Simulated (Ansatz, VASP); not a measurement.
# InP (InP (F-43m)) in two plane-wave programs, part 2 of 3

One calculation is typed for both programs; each brings its own data sets. How far apart do they land? The cell is taken from a series of runs on this material, whose earlier steps may have relaxed, scaled, displaced or heated it; both programs get it as it stands.

VASP 6.6.1 and Ansatz 0.2.0.

So far. Step 2 (VASP: single point, PBEsol, pair 1): The run ends at a pressure of -0.97 GPa.

**3. Ansatz: single point, PBEsol, pair 1**

Level of this step: Ansatz beside VASP: Kohn-Sham DFT, plane waves, PBEsol (Ansatz).

Ansatz runs on its PAW soft_1 files.

The same cell, functional, mesh and smearing now go to Ansatz.

The input, input.yaml:

```yaml
crystal:
  lattice:
    - [0.0, 2.95377763, 2.95377763]
    - [2.95377763, 0.0, 2.95377763]
    - [2.95377763, 2.95377763, 0.0]
  atoms:
    - { symbol: In, position: [0.0, 0.0, 0.0] }
    - { symbol: P, position: [0.25, 0.25, 0.25] }
basis:
  ecutwfc: 420.0
  ecutrho_ratio: 4
  xc_grid: 2
  fft_grid_basis: typed
  precision: f64
kpoints:
  mp_grid: { grid: [6, 6, 6], shift: [0.5, 0.5, 0.5] }
  band_path: { path: [VBM, CBM], npoints: 1 }
hamiltonian:
  xc: pbesol
  pseudopotentials:
    kind: paw
    xc_functional: pbe
    azcp: { folder: soft_1, P: "soft_1/P.paw.azcp", In: "soft_1/In.paw.azcp" }
scf:
  max_iter: 80
  self_checks: high
  occupations: { method: fermi_dirac, width: 0.01 }
output:
  forces: true
checkpoint:
  write: "../host.pbesol.run"
  compress: false
  write_wavefunctions: true
  write_every: 100000
```

The run is started by

```sh
$ ansatz run input.yaml --threads 10 --pin off --max-ram 37683MiB --backend cpu --events-out ev --progress --plain --runs-dir out
```

Numbers of over 12 decimals in the logs are rounded to 6 here.

The program printed:

```text
Warning: crystal.symmetry: narrowed to the stabiliser of the k-point mesh — unitary ops 24 → 6; excluded 18 operations that carry a point of the 6×6×6 mesh (shift [0.5, 0.5, 0.5]) off the mesh (the run samples exactly the mesh kpoints.mp_grid names, as under crystal.symmetry.detect: false, and its converged state has the mesh's symmetry, not the crystal's; ε∞, the Born charges and the force constants of a linear response (`dielectric:` by the response, `phonons.method: dfpt`) are averaged over those of the crystal's operations that the state keeps within a tolerance, where `mesh_tensors`, `unaveraged_element` or `gamma_mean_max_change_ev_ang2` stands beside them; [rest of the remark cut]
Engine: ansatz 0.2.0, x86_64-unknown-linux-gnu
Pseudopotentials: kind: paw
Pseudopotential: In, paw, valence charge 13, recommended cutoff 420 eV (normal), soft_1/In.paw.azcp
Pseudopotential: P, paw, valence charge 5, recommended cutoff 420 eV (normal), soft_1/P.paw.azcp
Functional definition: PBEsol
  exchange = pbesol_x
  correlation = pbesol_c
Crystal: 2 atoms, lattice volume = 51.542 Å³
Basis set: ecut = 420 eV, 965 PW (Γ), exchange–correlation on 60×60×60 points (8 copies of the dense FFT grid, shifted against one another)
Bands: 13, of which v1, the nominal top of the filled ones, is band 9 counted from 1 (8 counted from 0)
Symmetry: 6 space group operations
k-points: 28 of 216 (time reversal used)
Non-local potential: In, projectors of the file, l = 0: 2, l = 1: 2, l = 2: 2, l = 3: 1
Non-local potential: P, projectors of the file, l = 0: 2, l = 1: 2, l = 2: 1
PAW form: soft (Blöchl's): semilocal exchange-correlation on the pseudo side does not see the compensation charge
PAW frozen core: In, regenerated for the run's functional, and the local potential with it (the file was generated under x = pbe(κ = 0.804, μ = 0.219515), c = pbe(β = 0.066725))
PAW frozen core: P, regenerated for the run's functional, and the local potential with it (the file was generated under x = pbe(κ = 0.804, μ = 0.219515), c = pbe(β = 0.066725))
PAW one-centre angular grid: In, 590 points (default); XC on 64 Gauss nodes
PAW one-centre angular grid: P, 110 points (default); XC on 64 Gauss nodes
Initial density: superposition of atomic densities (chi_scale 0.1, normalization cell, long waves kept (reshape's long-wave potential 0.00 eV rms))
Initial wavefunctions: pseudopotential atomic-orbital guess
Functional: x = pbesol(κ = 0.804, μ = 0.123457), c = pbesol(β = 0.046)
SCF iter   1: F=—  HF=-6266.136067 eV  |F-HF|=—  |Δ(HF+E_count)|=         —  Δρ=3.19e-2  dr2=7.28e-1  ethr=3.10e-3  ⟨swp⟩=6.5  Hψ=2578  notcnv=0
preconditioner: auto → none  [insulator: Δε(μ)=1.491 eV  Ē_g=14.304 eV  σ=0.010 eV  W_gap=1.00  n_scr=14 (ndim 8)  ℏωp=21.9 eV  f_vac=0.000  D(μ)=0.00/eV (n_scr^D=0)  ε∞_Penn≈3.4]
SCF iter   2: F=—  HF=-6265.941934 eV  |F-HF|=—  |Δ(HF+E_count)|=   1.94e-1  Δρ=1.51e-2  dr2=8.51e-2  ethr=3.10e-3  ⟨swp⟩=3.3  Hψ=865  notcnv=0
SCF iter   3: F=—  HF=-6265.927964 eV  |F-HF|=—  |Δ(HF+E_count)|=   1.40e-2  Δρ=5.78e-3  dr2=1.29e-2  ethr=4.73e-4  ⟨swp⟩=2.3  Hψ=597  notcnv=0
SCF iter   4: F=—  HF=-6265.926309 eV  |F-HF|=—  |Δ(HF+E_count)|=   1.65e-3  Δρ=8.41e-4  dr2=2.29e-4  ethr=7.15e-5  ⟨swp⟩=3.6  Hψ=749  notcnv=0
SCF iter   5: F=—  HF=-6265.926245 eV  |F-HF|=—  |Δ(HF+E_count)|=   6.45e-5  Δρ=2.10e-4  dr2=1.05e-5  ethr=1.27e-6  ⟨swp⟩=2.0  Hψ=679  notcnv=0
SCF iter   6: F=—  HF=-6265.926247 eV  |F-HF|=—  |Δ(HF+E_count)|=   1.94e-6  Δρ=2.33e-5  dr2=2.37e-7  ethr=5.83e-8  ⟨swp⟩=2.6  Hψ=556  notcnv=0
SCF iter   7: F=-6265.926247 eV  HF=-6265.926247 eV  |F-HF|=3.83e-9  |Δ(HF+E_count)|=  9.46e-10  Δρ=2.95e-6  dr2=7.15e-9  ethr=5.56e-10  ⟨swp⟩=6.9  Hψ=1884  notcnv=0
SCF 1 converged in 7 iterations: F = -6265.926247 eV  dr2 = 7.15e-9
  greatest PAW one-centre occupation: 0.981 electrons in one spin orbital (limit 2), on the In atom at site 0 (counted from 0), in its partial waves of l = 2
NSCF: frozen V_eff on 32 k-points
NSCF: frozen V_eff on 32 k-points
[...]
SCF converged after 7 iterations
Free energy (F): -6265.926247 eV
Harris-Foulkes:  -6265.926247 eV  (|F-HF|=3.83e-9)
Internal energy: -6265.926247 eV  (E = F + TS)
E sigma→0 (E₀):  -6265.926247 eV
Fermi energy:    7.187804 eV
--- Per-component energies (eV) ---
  E_band       = -57.646443
  E_kinetic    = 286.885214
  E_local      = -1346.269648  (includes V_loc(G=0)·N_el)
  E_nonlocal   = 361.049805
  E_hartree    = 538.229179
  E_xc         = -213.137483
  E_vxc        = -149.834084  (∫ρ·V_xc dr)
  E_paw        = -4681.877111  (= ΣΔE_a)
  E_vpaw       = -285.936790  (= ΣTr[D̂ρ^β])
  E_aug_tail   = 0.000132  (compensation charges beyond the density's cutoff)
  E_ewald      = -1211.088335
  E_core_change = 0.282000  (= ΣΔE_core)
  E_smearing   = -0.000000  (= −TS)
  E_closure    = -0.000000  (closes the sum)
  Σ components = -6265.926247   (vs F -6265.926247, Δ=0.00e0)
--- Forces (eV/Å), atoms counted from 1 ---
  atom   1  In    -0.00050065    -0.00050065    -0.00050065
  atom   2  P      0.00049626     0.00049626     0.00049626
  max |Σ_I F_I| component: 4.39e-6 eV/Å
--- Band table (eV; the first three rows and the last of 28) ---
  k-point 0: bands = [... 5 lower, -4.6789, 5.6663, 6.5420, 6.5420, 7.8267, 10.6575, 10.7713, 10.7713]
  k-point 1: bands = [... 5 lower, -4.2825, 3.9081, 5.6955, 6.3583, 8.6665, 10.8320, 11.0862, 11.6728]
  k-point 2: bands = [... 5 lower, -3.4672, 1.7957, 5.2255, 5.8573, 8.5360, 11.3346, 11.4560, 12.8429]
  k-point 27: bands = [... 5 lower, -2.9164, 1.1148, 4.3212, 5.4058, 9.1140, 10.9984, 12.0691, 13.5224]
```

**4. Comparison**

Known differences besides the potentials themselves: the cutoff is 420 eV in Ansatz and 400 eV in VASP; Ansatz makes its cores anew for this functional, VASP keeps those of its PBE data sets. Total energies have different zeros and are not compared.

The two programs side by side:

| quantity | Ansatz | VASP | difference |
| --- | --- | --- | --- |
| gap on the k mesh (eV) | 1.285 | 1.288 | -0.003 |

A gap on the mesh is an upper bound, since the band edges may lie between its points.

**5. VASP: single point, PBEsol, pair 2**

A single point gives forces, pressure and levels at one fixed geometry, so differences don't come from the geometry; what else differs is listed under the comparison. This pair takes another cell of the material, with 55 atoms against 2 for the pair before.

The input, INCAR:

```
SYSTEM = In28P27
PREC = Accurate
ENCUT = 400
EDIFF = 1E-06
NELM = 120
ISMEAR = -1
SIGMA = 0.01
LREAL = Auto
ALGO = Normal
GGA = PS
NELECT = 496
NBANDS = 288
LORBIT = 11
LWAVE = .FALSE.
LCHARG = .FALSE.
ISIF = 2
ISYM = 0
LASPH = .TRUE.
GGA_COMPAT = .FALSE.
EFERMI = MIDGAP
KPAR = 4
```

The input, POSCAR:

```
In28P27
1.0
    0.0000000000      8.8613328997      8.8613328997
    8.8613328997      0.0000000000      8.8613328997
    8.8613328997      8.8613328997      0.0000000000
In P
28 27
Direct
    0.0088842718      0.9893239892      0.9888794460
    0.0087755962      0.9893324940      0.3455435468
    0.9990179120      0.9983172766      0.6675934280
    0.0087755962      0.3459880900      0.9888879508
    0.9978871952      0.3348513666      0.3344068234
    0.9978246849      0.3347880471      0.6655816605
    0.9990179120      0.6680379712      0.9978727334
    0.9978246849      0.6660262038      0.3343435039
    0.9988801823      0.6680545626      0.6676100194
    0.3431007705      0.9967940832      0.9963495400
    0.3309196217      0.9982883123      0.3356985463
    0.3309448933      0.9983043047      0.6676401018
    0.3309196217      0.3361430895      0.9978437691
    0.3290520203      0.3347908482      0.3343463050
    0.3308936284      0.3360467662      0.6676139983
    0.3309448933      0.6680846450      0.9978597615
    0.3308936284      0.6680585415      0.3356022230
    0.3304714600      0.6676169152      0.6671723720
    0.6595564501      0.9967566550      0.9963121118
    0.6521665004      0.9892279918      0.3456428604
    0.6595456732      0.9967631454      0.6799960997
    0.6521665004      0.3460874036      0.9887834486
    0.6521598027      0.3460217812      0.3455772380
    0.6612285209      0.3361411520      0.6675764062
    0.6595456732      0.6804406429      0.9963186022
    0.6612285209      0.6680209494      0.3356966088
    0.6612433160      0.6680478234      0.6676032801
    0.8304147148      0.1677392028      0.1672946597
    0.0810830993      0.0840909490      0.0836464058
    0.0822151993      0.0863712297      0.4188914333
    0.0822309880      0.0862905980      0.7450815541
    0.0822151993      0.4193359765      0.0859266866
    0.0806581690      0.4176481996      0.4172036563
    0.0822005107      0.4193616818      0.7450959502
    0.0822309880      0.7455260972      0.0858460548
    0.0822005107      0.7455404934      0.4189171386
    0.0815172725      0.7506026514      0.7501581082
    0.4117675093      0.0863573437      0.0859128006
    0.4083892850      0.0862975881      0.4189096462
    0.4117791644      0.0862791359      0.7485762234
    0.4083892850      0.4193541894      0.0858530449
    0.4083907150      0.4193493428      0.4189047997
    0.4135112748      0.4186570404      0.7501241944
    0.4117791644      0.7490207665      0.0858345927
    0.4135112748      0.7505687376      0.4182124972
    0.4135115519      0.7505730058      0.7501284626
    0.7468914023      0.0840681879      0.0836236447
    0.7468252898      0.0840409261      0.4179722336
    0.7492209608      0.0863546784      0.7485208588
    0.7468252898      0.4184167768      0.0835963829
    0.7493796711      0.4193123542      0.4188678110
    0.7492941196      0.4193266846      0.7450085074
    0.7492209608      0.7489654021      0.0859101352
    0.7492941196      0.7454530506      0.4188821414
    0.7491067373      0.7489905718      0.7485460286
```

The input, KPOINTS:

```
Points of the shifted mesh
8
Reciprocal
 0.2500000000  0.2500000000  0.2500000000 1
 0.2500000000  0.2500000000  0.7500000000 1
 0.2500000000  0.7500000000  0.2500000000 1
 0.2500000000  0.7500000000  0.7500000000 1
 0.7500000000  0.2500000000  0.2500000000 1
 0.7500000000  0.2500000000  0.7500000000 1
 0.7500000000  0.7500000000  0.2500000000 1
 0.7500000000  0.7500000000  0.7500000000 1
```

PAW data sets: In_d and P (PBE family, release 64).

The run is started by

```sh
$ mpirun -np 8 vasp_std
```

The program printed:

```text
[banner, memory and clock lines left out]
running    8 mpi-ranks, on    1 nodes
[...]
[... a notice as in an earlier step ...]

 [... a notice as in an earlier step ...]

 LDA part: xc-table for (Slater+PW92), standard interpolation
 POSCAR, INCAR and KPOINTS ok, starting setup
[...]
entering main loop
       N       E                     dE             d eps       ncg     rms          rms(c)
DAV:   1     0.531273899702E+04    0.53127E+04   -0.17999E+05  4608   0.168E+03
DAV:   2     0.714968329191E+03   -0.45978E+04   -0.45167E+04  4608   0.487E+02
DAV:   3    -0.180072054959E+03   -0.89504E+03   -0.84157E+03  5088   0.229E+02
DAV:   4    -0.271392246882E+03   -0.91320E+02   -0.89993E+02  5696   0.684E+01
DAV:   5    -0.274647126055E+03   -0.32549E+01   -0.32332E+01  5960   0.122E+01BRMIX: very serious problems
 the old and the new charge density differ
 old charge density:   499.00000 new  496.00000
BRMIX: very serious problems
 the old and the new charge density differ
 old charge density:   499.00000 new  496.00000
BRMIX: very serious problems
 the old and the new charge density differ
 old charge density:   499.00000 new  496.00000
BRMIX: very serious problems
 the old and the new charge density differ
 old charge density:   499.00000 new  496.00000
    0.326E+01
DAV:   6    -0.265395562676E+03    0.92516E+01   -0.20765E+01  6072   0.209E+01    0.157E+01
DAV:   7    -0.264749605151E+03    0.64596E+00   -0.10852E+01  6584   0.748E+00    0.525E+00
DAV:   8    -0.264668347495E+03    0.81258E-01   -0.23241E+00  6024   0.606E+00    0.284E+00
DAV:   9    -0.264640528310E+03    0.27819E-01   -0.18553E-01  5952   0.208E+00    0.168E+00
[...]
DAV:  13    -0.264637885847E+03   -0.33857E-04   -0.14172E-04  6192   0.431E-02    0.606E-02
DAV:  14    -0.264637893236E+03   -0.73892E-05   -0.27370E-05  6288   0.211E-02    0.142E-02
DAV:  15    -0.264637893869E+03   -0.63243E-06   -0.38375E-06  3912   0.854E-03
   1 F= -.26463789E+03 E0= -.26463789E+03  d E =-.899653E-07
```

From OUTCAR (step 5):

```text
  Total      -28.9150676    -28.9122786    -28.9116972     -0.5271481     -0.5434091     -0.5285345
  in kB      -33.2895283    -33.2863174    -33.2856480     -0.6068985     -0.6256195     -0.6084947
  external PRESSURE =     -33.2871646 kB  Pullay stress =       0.0000000 kB

 POSITION                                       TOTAL-FORCE (eV/Angst)
 -----------------------------------------------------------------------------------
     17.52952      8.84152      8.84546         0.056397      0.002520      0.002549
     11.82878      3.13974      8.84457        -0.002319     -0.062204     -0.001810
     14.76219     14.76840     17.69905        -0.003882      0.000730     -0.007608
     11.82878      8.84063      3.14368        -0.001860     -0.001680     -0.061826
      5.93052     11.80590     11.80984        -0.007161     -0.010256     -0.009988
      8.86461     14.74000     11.80873         0.008519      0.005950     -0.008902
     14.76219     17.69511     14.77234        -0.003178     -0.007153      0.000754
      8.86461     11.80479     14.74394         0.008345     -0.009206      0.005527
     11.83577     14.76732     14.77126         0.004922     -0.000666     -0.000915
     17.66191     11.86932     11.87325        -0.010308      0.005018      0.004763
     11.82090      5.90713     11.77855        -0.006155      0.002208     -0.003871
     14.76249      8.84879     11.77892        -0.003032      0.005936     -0.002195
     11.82090     11.77461      5.91106        -0.006631     -0.004092      0.001764
      5.92945      5.87859      5.88253        -0.008600      0.007397      0.007246
[...]
-----------------------------------------------------------------------------------
    total drift:                               -0.007234      0.011688      0.012271

  FREE ENERGIE OF THE ION-ELECTRON SYSTEM (eV)
  ---------------------------------------------------
  free  energy   TOTEN  =      -264.6378938686 eV

  energy  without entropy=     -264.6378937786  energy(sigma->0) =     -264.63789382

[... 2 further parts left out ...]
```

The cell is charged against a uniform background.

The run ends at a pressure of -3.33 GPa, with forces up to 0.067 eV/Å.

**6. Ansatz: single point, PBEsol, pair 2**

The same cell, functional, mesh and smearing now go to Ansatz.

The cell is taken from a series of runs on this material, whose earlier steps may have relaxed, scaled, displaced or heated it; both programs get it as it stands.

The input, input.yaml:

```yaml
crystal:
  checkpoint: "../qp3.relax.run"
  host: checkpoint
total_charge: 3
basis:
  ecutwfc: 420
  xc_grid: 2
hamiltonian:
  xc: pbesol
  pseudopotentials: { kind: paw, azcp: { folder: soft_1 }, xc_functional: pbe }
kpoints:
  mp_grid: { grid: [2, 2, 2], shift: [0.5, 0.5, 0.5] }
scf:
  occupations: { method: fermi_dirac, width: 0.01 }
  max_iter: 80
output:
  forces: true
  eigenvalues: true
  charged_corrections:
    epsilon: 11.88
    static_epsilon: 14.87
    defect_position: [0.708333, 0.208333, 0.208333]
  eigenstates: { localisation: true }
  populations: true
checkpoint:
  write: "../qp3.pbesol.run"
  compress: false
  write_wavefunctions: false
  write_every: 100000
```

The run is started by

```sh
$ ansatz run input.yaml --threads 10 --pin off --max-ram 37683MiB --backend cuda --events-out ev --progress --plain --runs-dir out
```

The program printed:

```text
crystal.checkpoint: the structure is that of <dir>, a `relax` run, at its step 10: its result, under r2scan at a charge of 3 e; 55 atoms read, 0 with a starting moment; this deck's functional is pbesol; no density is read with it (checkpoint.read); crystal.structure_sha256 for this input is
[...]
device memory: the entry about to start is reckoned to put 15.7 GiB on a device that reports 78.6 GiB free
GPU FFT provider: cuFFT
[...]
--- Löwdin populations: 55 sites ---
  site symbol       q [e]
     0     In     12.6331
     1      P      5.2298
     2     In     12.6349
     3      P      5.2035
     4     In     12.6568
     5      P      5.2037
     6     In     12.6349
     7      P      5.2035
[...]
51      P      5.2037
    52     In     12.6568
    53      P      5.2029
    54     In     12.5273
  spilling = 0.002707 (of n_electrons = 496.000000)
[key lines of the parts left out:]
SCF converged after 9 iterations
Free energy (F): -174725.477601 eV
Fermi energy:    6.916874 eV
```

**7. Differences**

What differs besides the data sets and the points named for the pairs above, as far as they apply: the cutoff is 420 eV in Ansatz and 400 eV in VASP (PREC = Accurate, projectors in real space). Total energies have different zeros and are not compared.

Both answers:

| quantity | Ansatz | VASP | difference |
| --- | --- | --- | --- |
| gap on the k mesh (eV) | 0.299 | 0.294 | +0.004 |

At this near-relaxed geometry the largest component of a force difference is 10 meV/Å. A gap on the mesh is an upper bound, since the band edges may lie between its points. The cell carries a charge of +3 e against a uniform background, so its pressure also hangs on how the neutralising background is counted, and in a defect's cell a gap may be the spacing between its levels.

(Continued in part 3 of 3.)

[Lines on the potential files, build, host, timing and source positions are cut from VASP's logs without a mark.]

[Logs are printed without paths, hosts, clocks, repeated set-up lines and the standing remarks that a program may print on its own settings, such as how far it seeks lower states.]

[Hosts, paths, dates, database ids (printed as entryN), source tags and the programs' standing remarks are cut or masked in the printed files.]
